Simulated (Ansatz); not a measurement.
## Stress against strain in HgTe

```yaml
crystal:
  lattice:
    - [0.00000, 3.22350, 3.22350]
    - [3.22350, 0.00000, 3.22350]
    - [3.22350, 3.22350, 0.00000]
  atoms:
    - { symbol: Hg, position: [0.00000, 0.00000, 0.00000] }
    - { symbol: Te, position: [0.75000, 0.75000, 0.75000] }
```

Atom numbers follow the list: Hg1, Te2.

The cell is COD entry 1539232, as deposited and not checked against the literature; nothing was relaxed.

Spin–orbit coupling is left out, though it moves levels of the heavy atoms by tenths of an eV or more.

All numbers below come from DFT, LDA, all-electron LAPW, scalar-relativistic (Ansatz 0.2.0).

Numerical set-up: a Γ-centred 11×11×11 k mesh, Fermi–Dirac smearing of 0.03 eV, basis error target 0.5 meV/atom, no spin polarisation.

The strain is applied along the Cartesian axes of the cell as listed (the other components stay zero). Fractional coordinates are held (clamped ions).

σ is the change of stress from the unstrained cell, which is at -0.26 GPa; tension is positive, so slopes are stress–strain coefficients at that pressure. In a metal the k mesh adds noise.

Only quantities that a quadratic follows smoothly over the whole series are listed; rougher ones are left out.

```tsv
εxx = εyy	σzz (GPa)	σxx (GPa)
-0.0300	-2.95	-3.42
-0.0200	-1.84	-2.17
-0.0100	-0.86	-1.03
0.0000	0.00	0.00
0.0100	0.76	0.93
0.0300	2.00	2.53
```

Problem. Fit the series and read off the stiffness at zero strain.

Solution. Least-squares fits y = p0 + p1 x + p2 x² to the rows give σzz (GPa): p1 = 82.2, p2 = -530; σxx (GPa): p1 = 99, p2 = -490. So 2 C12 = 82 GPa and C11 + C12 = 99 GPa.

Problem. One run, at εxx = εyy = 0.0200, is withheld. Predict its row.

Solution. The fits give 1.44, 1.78; the run gave 1.42, 1.77.
